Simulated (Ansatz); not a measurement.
Strain response of Pt

Level of theory: DFT PBEsol, scalar-relativistic, plane waves, PAW (Ansatz 0.2.0). Run with 420 eV cutoff, 18×18×14 k-mesh, Gaussian smearing of 0.10 eV, no spin polarisation.

Reference structure (relaxed):

```xyz
2
Lattice="1.9590 1.9590 0.0000 -1.9590 1.9590 0.0000 0.0000 0.0000 3.9181" Properties=species:S:1:pos:R:3 pbc="T T T"
Pt    0.0000    0.0000    0.0000
Pt    0.0000    1.9590    1.9590
```

Deformation: c alone is stretched, the rest of the cell is held and the atoms relax, all within the symmetry that the strain leaves. Energies are extrapolated to zero smearing. Stress is positive in compression, on the Cartesian axes of the cell above.

Spin–orbit coupling is left out, which can shift energies with elements as heavy as these.

| strain (%) | ΔE (meV/atom) | a (Å) | b (Å) | c (Å) | σxx (GPa) | σyy (GPa) | σzz (GPa) |
| --- | --- | --- | --- | --- | --- | --- | --- |
| -3.0 | 15.3 | 2.770 | 2.770 | 3.801 | 8.56 | 8.56 | 11.61 |
| -2.0 | 6.5 | 2.770 | 2.770 | 3.840 | 5.50 | 5.50 | 7.46 |
| -1.0 | 1.5 | 2.770 | 2.770 | 3.879 | 2.65 | 2.65 | 3.58 |
| +0.0 | 0.0 | 2.770 | 2.770 | 3.918 | 0.01 | 0.01 | -0.06 |
| +1.0 | 1.7 | 2.770 | 2.770 | 3.957 | -2.44 | -2.44 | -3.48 |
| +2.0 | 6.5 | 2.770 | 2.770 | 3.996 | -4.69 | -4.69 | -6.71 |
| +3.0 | 14.2 | 2.770 | 2.770 | 4.036 | -6.76 | -6.76 | -9.75 |